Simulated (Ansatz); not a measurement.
Magnetic orders of CrO2

All numbers below come from DFT PBE, scalar-relativistic, plane waves, PAW in Ansatz.

```
Cr O
1.0
     2.89372    0.00000    0.00000
    -1.44686    2.50604    0.00000
     0.00000    0.00000    5.34313
Cr O
1 2
Direct
  0.00000 0.00000 0.00000
  0.33333 0.66667 0.17743
  0.66667 0.33333 0.82257
```

```json
{
  "plane-wave cutoff": "420 eV",
  "Γ-centred k-mesh": "18×18×8",
  "occupation rule": "Gaussian smearing, 0.1 eV",
  "list of starting moments (μB, in atom order)": "3 0 0",
  "check for lower electronic states after the SCF": "off"
}
```

All runs keep this geometry, which stands near equilibrium for the lowest state (largest force there 0.001 eV/Å, pressure 0.0 GPa; forces reach 0.35 eV/Å in another state) and needn't be a stable compound; relaxing each order can shift differences of a few meV. A propagation vector, in units of the reciprocal vectors, doubles the cell, which takes an equally dense mesh. The large starts are 4.5 0 0 μB. The small starts are 0.5 0 0 μB. No Hubbard U is used, and semilocal functionals often make open-shell oxides metallic. Site moments are spin moments in atom-centred spheres that scale with the neighbour distance. The states are those that the runs reached from these starts; a lower one can exist.

Starts tried: no spin; ferromagnetic; large parallel starting moments; antiferromagnetic, doubled cell, propagation vector (0, 0, 1/2); antiferromagnetic, doubled cell, propagation vector (0, 1/2, 0); small parallel starting moments. Which state comes out lowest, and what are the moments?

The lowest state is ferromagnetic, reached from the start “ferromagnetic” and the start “large parallel starting moments” and the start “small parallel starting moments”, with site moments (μB) Cr +1.74, O -0.05 (×2). The next state lies only 0.18 meV/atom higher, which mesh, smearing and relaxation can turn, so the order isn't settled.

| start | ends | energy above lowest (meV/atom) | site moments (μB) | gap on mesh (eV) | P (GPa) |
| --- | --- | --- | --- | --- | --- |
| no spin | non-magnetic | 241 | none over 0.05 | metal | -4.1 |
| ferromagnetic | ferromagnetic | 0.00 | Cr +1.74, O -0.05 (×2) | metal | 0.0 |
| large parallel starting moments | ferromagnetic | 0.00 | Cr +1.74, O -0.05 (×2) | metal | 0.0 |
| antiferromagnetic, doubled cell, propagation vector (0, 0, 1/2) | antiferromagnetic | 0.18 | Cr +1.74, O -0.05 (×2), O +0.05 (×2), Cr -1.74 | metal | 0.0 |
| antiferromagnetic, doubled cell, propagation vector (0, 1/2, 0) | antiferromagnetic | 49.8 | Cr +1.61, Cr -1.61 | metal | -0.1 |
| small parallel starting moments | ferromagnetic | 0.00 | Cr +1.74, O -0.05 (×2) | metal | 0.0 |

1 further run of this set didn't finish or converge.

Cost: 6 runs of about 3.6 core-minutes in all, on Arm Neoverse V2 (shared hosts).